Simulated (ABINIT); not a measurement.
# MgO (P1) in ABINIT: convergence with cutoff

Aim: find how far cutoff must go before the results for MgO settle, at PBE. This setting moves, with any that are tied to it; all else stays.

Program: ABINIT 10.8.3 (patched build). These are calculated values, not measurements. Logs are shortened: lines on timing, memory, paths and dates and some standing lists are left out, and cuts for length are marked. The log counts tension as positive stress, the text compression.

## Step 1: The cell of the first run

The typed cell holds 2 atoms: a = 2.966 Å, b = 2.966 Å, c = 2.966 Å, α = 60.00°, β = 60.00°, γ = 60.00°.

The cell is a database's computed one.

The cell isn't the ideal one: atoms moved at random, drawn with an rms of 0.05 Å.

## Step 2: With cutoff 16 Ha

Contents of run.abi:

```
# Pseudopotentials
pp_dirpath "./"
pseudos "12_Mg_10_1.9_2.0_pbe_v1.0.psp8, 08_O_6_1.2_1.4_pbe_n_v1.0.psp8"

# Structure
acell 2.9656078099 2.9656078099 2.9656078099 Angstrom
rprim
     0.0000000000     0.7071067812     0.7071067812
     0.7071067812     0.0000000000     0.7071067812
     0.7071067812     0.7071067812     0.0000000000
ntypat 2
znucl 12 8
natom 2
typat 1 2
xred
    -0.0164450000     0.0205070000    -0.0158170000
     0.5022520000     0.4969790000     0.5069060000
chkprim 0
chksymtnons 0
tolsym 1.0e-6

# Plane-wave basis
ecut 16.0

# k points
kptopt 1
ngkpt 8 8 8
nshiftk 1
shiftk 0.0 0.0 0.0

# Exchange and correlation
ixc 11

# Bands and occupations
nband 12
occopt 4
tsmear 0.05 eV

# SCF cycle
nstep 100
tolvrs 1.0e-10

# Output
iomode 3
prtwf 0
prtden 0
prteig 0
prtebands 0
enunit 1
```

Potentials or basis: SPMS NC PBE v1.0.

The run is started by

```sh
> abinit run.abi > log 2>&1
```

It took 35 s on 1 thread of Arm Neoverse V1, shared host; peak memory 0.07 GiB.

The run converged. Its results:

```yaml
Free_energy: -1967.2606 eV
Largest_force: 1.042 eV/Å
Band_gap_on_the_k_mesh: 3.92 eV, direct
Valence_electrons_inside_the_program's_atomic_spheres: Mg 8.41; O 6.28
```

## Step 3: With cutoff 20 Ha

run.abi, as its differences from that of step 2:

```diff
@@ -22,3 +22,3 @@
 # Plane-wave basis
-ecut 16.0
+ecut 20.0
```

Potentials or basis: SPMS NC PBE v1.0.

The run is started by

```sh
> abinit run.abi > log 2>&1
```

Wall time 42 s (1 thread of Arm Neoverse V1, shared host); peak memory 0.08 GiB.

The run converged. Its results:

```yaml
Free_energy: -1974.7452 eV
Largest_force: 0.408 eV/Å
Band_gap_on_the_k_mesh: 4.64 eV, direct
Valence_electrons_inside_the_program's_atomic_spheres: Mg 8.41; O 6.33
```

## Step 4: With cutoff 24 Ha

run.abi, as its differences from that of step 3:

```diff
@@ -22,3 +22,3 @@
 # Plane-wave basis
-ecut 20.0
+ecut 24.0
```

The run is started by

```sh
> abinit run.abi > log 2>&1
```

Run time: 61 s. Hardware: 1 thread of Arm Neoverse V1, shared host; peak memory 0.09 GiB.

The run converged. Its results:

```
Free energy                                           : -1976.7936 eV
Largest force                                         : 0.552 eV/Å
Band gap on the k mesh                                : 4.84 eV, direct
Valence electrons inside the program's atomic spheres : Mg 8.42; O 6.33
```

## Step 5: With cutoff 28 Ha

run.abi, as its differences from that of step 4:

```diff
@@ -22,3 +22,3 @@
 # Plane-wave basis
-ecut 24.0
+ecut 28.0
```

The run is started by

```sh
> abinit run.abi > log 2>&1
```

It took 82 s on 1 thread of Arm Neoverse V1, shared host; peak memory 0.1 GiB.

Results (log left out):

```yaml
Free_energy: -1977.4380 eV
Largest_force: 0.540 eV/Å
Band_gap_on_the_k_mesh: 4.88 eV, direct
Valence_electrons_inside_the_program's_atomic_spheres: Mg 8.41; O 6.33
```

## Step 6: With cutoff 34 Ha

run.abi, as its differences from that of step 5:

```diff
@@ -22,3 +22,3 @@
 # Plane-wave basis
-ecut 28.0
+ecut 34.0
```

Potentials or basis: SPMS NC PBE v1.0.

The run is started by

```sh
> abinit run.abi > log 2>&1
```

It took 95 s on 1 thread of Arm Neoverse V1, shared host; peak memory 0.11 GiB.

The run converged. Its results:

```yaml
Free_energy: -1977.6670 eV
Largest_force: 0.552 eV/Å
Band_gap_on_the_k_mesh: 4.90 eV, direct
Valence_electrons_inside_the_program's_atomic_spheres: Mg 8.41; O 6.32
```

## Step 7: With cutoff 40 Ha

run.abi, as its differences from that of step 6:

```diff
@@ -22,3 +22,3 @@
 # Plane-wave basis
-ecut 34.0
+ecut 40.0
```

The run is started by

```sh
> abinit run.abi > log 2>&1
```

Run time: 1.9 min. Hardware: 1 thread of Arm Neoverse V1, shared host; peak memory 0.13 GiB.

It converged, with:

| Quantity | Value |
| --- | --- |
| Free energy | -1977.6908 eV |
| Pressure | 7.4 GPa |
| Largest force | 0.546 eV/Å |
| Band gap on the k mesh | 4.90 eV, direct |
| Valence electrons inside the program's atomic spheres | Mg 8.41; O 6.33 |

## Step 8: With cutoff 46 Ha

run.abi, as its differences from that of step 7:

```diff
@@ -22,3 +22,3 @@
 # Plane-wave basis
-ecut 40.0
+ecut 46.0
```

The run is started by

```sh
> abinit run.abi > log 2>&1
```

Wall time 2.6 min (1 thread of Arm Neoverse V1, shared host); peak memory 0.15 GiB.

The run converged. Its results:

```yaml
Free_energy: -1977.6921 eV
Pressure: 7.6 GPa
Largest_force: 0.546 eV/Å
Band_gap_on_the_k_mesh: 4.90 eV, direct
Valence_electrons_inside_the_program's_atomic_spheres: Mg 8.41; O 6.33
```

## Step 9: With cutoff 54 Ha

run.abi, as its differences from that of step 8:

```diff
@@ -22,3 +22,3 @@
 # Plane-wave basis
-ecut 46.0
+ecut 54.0
```

Potentials or basis: SPMS NC PBE v1.0.

The run is started by

```sh
> abinit run.abi > log 2>&1
```

Wall time 3.5 min (1 thread of Arm Neoverse V1, shared host); peak memory 0.18 GiB.

The run converged. Its results:

| Quantity | Value |
| --- | --- |
| Free energy | -1977.6924 eV |
| Pressure | 7.6 GPa |
| Largest force | 0.546 eV/Å |
| Band gap on the k mesh | 4.90 eV, direct |
| Valence electrons inside the program's atomic spheres | Mg 8.41; O 6.33 |

## Step 10: With cutoff 64 Ha

run.abi, as its differences from that of step 9:

```diff
@@ -22,3 +22,3 @@
 # Plane-wave basis
-ecut 54.0
+ecut 64.0
```

Potentials or basis: SPMS NC PBE v1.0.

The run is started by

```sh
> abinit run.abi > log 2>&1
```

run.abo:

```text
.Version 10.8.3 of ABINIT
 Symmetries : space group P1 (#  1); Bravais aP (primitive triclinic)
================================================================================
 Values of the parameters that define the memory need of the present run
     intxc =       0    ionmov =       0      iscf =       7    lmnmax =       5
     lnmax =       5     mgfft =      45  mpssoang =       3    mqgrid =    3001
     natom =       2  nloc_mem =       1    nspden =       1   nspinor =       1
    nsppol =       1      nsym =       1    n1xccc =    2501    ntypat =       2
    occopt =       4   xclevel =       2
       mpw =        3059          nfft =       91125          nkpt =         260
================================================================================
================================================================================

--------------------------------------------------------------------------------
------------- Echo of variables that govern the present computation ------------
--------------------------------------------------------------------------------
 -outvars: echo values of preprocessed input variables --------
            acell      5.6041865576E+00  5.6041865576E+00  5.6041865576E+00 Bohr
              amu      2.43050000E+01  1.59994000E+01
          chkprim           0
      chksymtnons           0
             ecut      6.40000000E+01 Hartree
           enunit           1
                       outvar_i_n : Printing only first  50 k-points.
              ixc          11
                       outvar_i_n : Printing only first  50 k-points.
         kptrlatt        8    0    0      0    8    0      0    0    8
          kptrlen      4.48334925E+01
            natom           2
            nband          12
            ngfft          45      45      45
             nkpt         260
            nstep         100
             nsym           1
           ntypat           2
                       prtocc : prtvol=0, do not print more k-points.
           occopt           4
           prtden           0
        prtebands           0
           prteig           0
            prtwf           0
            rprim      0.0000000000E+00  7.0710678120E-01  7.0710678120E-01
                       7.0710678120E-01  0.0000000000E+00  7.0710678120E-01
                       7.0710678120E-01  7.0710678120E-01  0.0000000000E+00
          spgroup           1
           tolsym      1.00000000E-06
           tolvrs      1.00000000E-10
           tsmear      1.83746611E-03 Hartree
            typat      1  2
                       outvars : Printing only first  50 k-points.
           xangst      9.8349365320E-03 -6.7653458933E-02  8.5180196574E-03
                       2.1051482432E+00  2.1162057315E+00  2.0953887987E+00
            xcart      1.8585336511E-02 -1.2784650885E-01  1.6096724288E-02
                       3.9781536340E+00  3.9990492586E+00  3.9597109568E+00
             xred     -1.6445000000E-02  2.0507000000E-02 -1.5817000000E-02
                       5.0225200000E-01  4.9697900000E-01  5.0690600000E-01
            znucl       12.00000    8.00000

================================================================================

[... 90 lines left out ...]
- [  5.0225E-01,   4.9698E-01,   5.0691E-01,  O]
cartesian_forces: # hartree/bohr
- [ -1.88837487E-04,   1.05504234E-02,  -1.13434022E-03, ]
- [  1.88837487E-04,  -1.05504234E-02,   1.13434022E-03, ]
force_length_stats: {min:   1.06129083E-02, max:   1.06129083E-02, mean:   1.06129083E-02, }
...

 Integrated electronic density in atomic spheres:
 ------------------------------------------------
 Atom  Sphere_radius  Integrated_density
    1        2.00000          8.41317020
    2        2.00000          6.32839595
================================================================================

 ----iterations are completed or convergence reached----

 Mean square residual over all n,k,spin=   55.174E-09; max=  43.209E-06
 reduced coordinates (array xred) for    2 atoms
      -0.016445000000      0.020507000000     -0.015817000000
       0.502252000000      0.496979000000      0.506906000000
 rms dE/dt=  3.2175E-02; max dE/dt=  4.1061E-02; dE/dt below (all hartree)
    1      -0.037313114230      0.005243873393     -0.041059770128
    2       0.037314209978     -0.005242993520      0.041061151697

 cartesian coordinates (angstrom) at end:
    1      0.00983493653204    -0.06765345893322     0.00851801965739
    2      2.10514824317084     2.11620573151487     2.09538879868894

 cartesian forces (hartree/bohr) at end:
    1     -0.00018883748737     0.01055042343789    -0.00113434021758
    2      0.00018883748737    -0.01055042343789     0.00113434021758
 frms,max,avg= 6.1273654E-03 1.0550423E-02  -7.354E-08 -1.008E-07 -3.748E-08 h/b

 cartesian forces (eV/Angstrom) at end:
    1     -0.00971041402429     0.54252458629465    -0.05833011924932
    2      0.00971041402429    -0.54252458629465     0.05833011924932
 frms,max,avg= 3.1508180E-01 5.4252459E-01  -3.782E-06 -5.182E-06 -1.927E-06 e/A
 length scales=  5.604186557564  5.604186557564  5.604186557564 bohr
              =  2.965607809900  2.965607809900  2.965607809900 angstroms
 Fermi (or HOMO) energy (eV) =   7.88270   Average Vxc (eV)= -11.61721
 Eigenvalues (   eV  ) for nkpt= 260  k points:
 kpt#   1, nband= 12, wtk=  0.00195, kpt=  0.0000  0.0000  0.0000 (reduced coord)
 -66.71144  -33.46228  -33.46200  -33.46140  -11.63417    5.60342    5.61359    5.61374
  10.51168   21.57847   21.59752   21.59911
 prteigrs : prtvol=0 or 1, do not print more k-points.

--- !EnergyTerms
iteration_state     : {dtset: 1, }
comment             : Components of total free energy in Hartree
kinetic             :  3.88797713406076E+01
hartree             :  1.73595825568275E+01
xc                  : -1.16136289763077E+01
Ewald energy        : -4.75596575591383E+01
psp_core            :  1.76472866239258E+00
local_psp           : -6.33773983197623E+01
non_local_psp       : -8.13226121670904E+00
internal            : -7.26788635120897E+01
'-kT*entropy'       :  4.83524492014975E-16
total_energy        : -7.26788635120897E+01
total_energy_eV     : -1.97769262694641E+03
band_energy         : -1.22485074252818E+01
...

 Cartesian components of stress tensor (hartree/bohr^3)
  sigma(1 1)= -2.23172866E-04  sigma(3 2)= -2.10758395E-06
  sigma(2 2)= -3.23340903E-04  sigma(3 1)=  3.86808554E-08
  sigma(3 3)= -2.24474532E-04  sigma(2 1)= -3.50890383E-07

-Cartesian components of stress tensor (GPa)         [Pressure=  7.5611E+00 GPa]
- sigma(1 1)= -6.56597241E+00  sigma(3 2)= -6.20072605E-02
- sigma(2 2)= -9.51301781E+00  sigma(3 1)=  1.13803006E-03
- sigma(3 3)= -6.60426873E+00  sigma(2 1)= -1.03235515E-02

== END DATASET(S) ==============================================================
================================================================================

 -outvars: echo values of variables after computation  --------
            acell      5.6041865576E+00  5.6041865576E+00  5.6041865576E+00 Bohr
           etotal     -7.2678863512E+01
            fcart     -1.8883748737E-04  1.0550423438E-02 -1.1343402176E-03
                       1.8883748737E-04 -1.0550423438E-02  1.1343402176E-03
            rprim      0.0000000000E+00  7.0710678120E-01  7.0710678120E-01
                       7.0710678120E-01  0.0000000000E+00  7.0710678120E-01
                       7.0710678120E-01  7.0710678120E-01  0.0000000000E+00
           strten     -2.2317286595E-04 -3.2334090335E-04 -2.2447453160E-04
                      -2.1075839458E-06  3.8680855370E-08 -3.5089038286E-07
           xangst      9.8349365320E-03 -6.7653458933E-02  8.5180196574E-03
                       2.1051482432E+00  2.1162057315E+00  2.0953887987E+00
             xred     -1.6445000000E-02  2.0507000000E-02 -1.5817000000E-02
                       5.0225200000E-01  4.9697900000E-01  5.0690600000E-01
 Calculation completed.
```

It took 5 min on 1 thread of Arm Neoverse V1, shared host; peak memory 0.22 GiB.

Results:

| Quantity | Value |
| --- | --- |
| Free energy | -1977.6926 eV |
| Pressure | 7.6 GPa |
| Largest force | 0.546 eV/Å |
| Band gap on the k mesh | 4.90 eV, direct |
| Valence electrons inside the program's atomic spheres | Mg 8.41; O 6.33 |

## Step 11: The series at a glance

```
cutoff  energy less the tightest run (meV/atom)  largest force (eV/Å)  gap on the mesh (eV)  SCF cycles  CPU time (s)  peak memory (GiB)
 16 Ha                                  5216.03                 1.042                 3.916           9            35               0.07
 20 Ha                                  1473.69                 0.408                 4.640           9            42               0.08
 24 Ha                                   449.51                 0.552                 4.840           9            61               0.09
 28 Ha                                   127.30                 0.540                 4.882           9            82                0.1
 34 Ha                                    12.80                 0.552                 4.899           9            95               0.11
 40 Ha                                     0.90                 0.546                 4.898           9           110               0.13
 46 Ha                                     0.25                 0.546                 4.898           9           160               0.15
 54 Ha                                     0.11                 0.546                 4.898           9           210               0.18
 64 Ha                                     0.00                 0.546                 4.898           9           300               0.22
```

Against the tightest run, the energy stays within 1 meV/atom from 40 Ha on; the largest force stays within 0.005 eV/Å from 40 Ha on; the gap on the mesh stays within 0.01 eV from 34 Ha on. The tightest run that finished is the yardstick and may itself not be fully converged.
